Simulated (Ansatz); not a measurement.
Crystal: ZnCu.

```
Zn Cu
1.0
     2.94500    0.00000    0.00000
     0.00000    2.94500    0.00000
     0.00000    0.00000    2.94500
Zn Cu
1 1
Cartesian
  1.4725 1.4725 1.4725
  0.0000 0.0000 0.0000
```

| Item | Value |
| --- | --- |
| Program | Ansatz 0.2.0 |
| Task | relaxation of cell and atoms |
| Functional | PBEsol |
| Potentials or basis | Ansatz PAW |
| Cutoff | 420 eV (not typed: the program's choice for these potentials) |
| k mesh | 9 × 9 × 9 |
| Occupations | fermi-dirac, width 0.05 eV |
| Spin | no spin polarisation |

At the start: volume 12.77 Å³/atom.

Question: How do energy, volume and symmetry change on relaxing?

Answer: It ends after 5 steps and the volume is 12.32 Å³/atom (-3.5 %); space group Pm-3m (No. 221, to 0.05 Å).

The path:
| step | energy change (eV) | largest force (eV/Å) | volume (Å³) |
| --- | --- | --- | --- |
| 1 | 0.0000 | 0.0000 | 25.54 |
| 2 | -0.0113 | 0.0000 | 25.00 |
| 3 | -0.0137 | 0.0000 | 24.62 |
| 4 | -0.0137 | 0.0000 | 24.64 |
| 5 | -0.0129 | 0.0000 | 24.64 |

Final structure:
```yaml
crystal:
  lattice:
    - [2.91003, 0.00000, 0.00000]
    - [0.00000, 2.91003, 0.00000]
    - [0.00000, 0.00000, 2.91003]
  atoms:
    - { symbol: Zn, position: [0.50000, 0.50000, 0.50000] }
    - { symbol: Cu, position: [0.00000, 0.00000, 0.00000] }
```

Caveat: the plane-wave basis is chosen anew once the cell has moved, so the energies of steps on either side of that aren't comparable; the PAW data sets come from PBE, with cores solved anew for the run's functional, which leaves a small shift of forces and pressure.
